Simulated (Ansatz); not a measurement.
Ag in several cubic structure types, each at its own equilibrium volume.

These are results of PBE, plane waves, PAW datasets (generated soft set 1) (Ansatz), not measurements.

Settings: cutoff 420 eV; no spin polarisation; Fermi–Dirac smearing of 0.0612 eV; k-meshes 46³ (bcc), 45³ (fcc).

Q: Rank the structures by energy per atom, lowest first.
A. fcc
B. bcc

A: A (0.0 meV/atom), B (31 meV/atom).

Q: Give the equilibrium volume and bulk modulus of each.

A: 
| structure | V₀ (Å³/atom) | B₀ (GPa) |
| --- | --- | --- |
| bcc | 17.99 | 89 |
| fcc | 17.85 | 91 |

Only these cubic types are compared here; the real ground state can be another structure or magnetic.

Model structures, not the usual forms at ambient conditions (metastable or hypothetical): Ag (bcc type).
